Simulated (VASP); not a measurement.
Given:

```
CoPt
1.0
    2.69000     0.00000     0.00000
    0.00000     2.69000     0.00000
    0.00000     0.00000     3.70000
Co Pt
1 1
Direct
  0.00000   0.00000   0.00000
  0.50000   0.50000   0.50000
```
Starting moments (μB, in the order of the record's atoms Co Pt): 2.0 0.0.

Method: PBE GGA + U (Dudarev), VASP's PBE PAW potentials (set 64) (plane waves; VASP). Numerical set-up: 400 eV cut-off, 12×12×9 Γ-centred mesh, first-order Methfessel-Paxton smearing of 0.10 eV, potentials Co Pt, U − J: Co 5.00 eV.

Unless said otherwise, spin-orbit coupling is left out, though it shifts the bands of the heavy elements here.

### Question
Estimate the cell moment, energy per atom (σ→0), pressure, band gap (on the k-mesh) with the smallest direct gap where there is one.

### Answer

The band gap (on the k-mesh) is none (metal, semimetal or under 0.01 eV). The cell moment is 2.52 μB and the energy per atom (σ→0) comes out as -5.210 eV/atom. The pressure is 17.23 GPa.

### Question
Give the moment on each site (PAW-sphere projection).

### Answer

```csv
site,moment (μB)
Co1,2.44
Pt2,0.10
```

The compound is CoPt in the L1_0 structure. The cell was not relaxed at this level. The run is one of a series of settings (LDAU = .TRUE., LDAUJ = 0 0, LDAUL = 2 -1, LDAUTYPE = 2, LDAUU = 5.0 0 against the base run), some of them coarse on purpose.
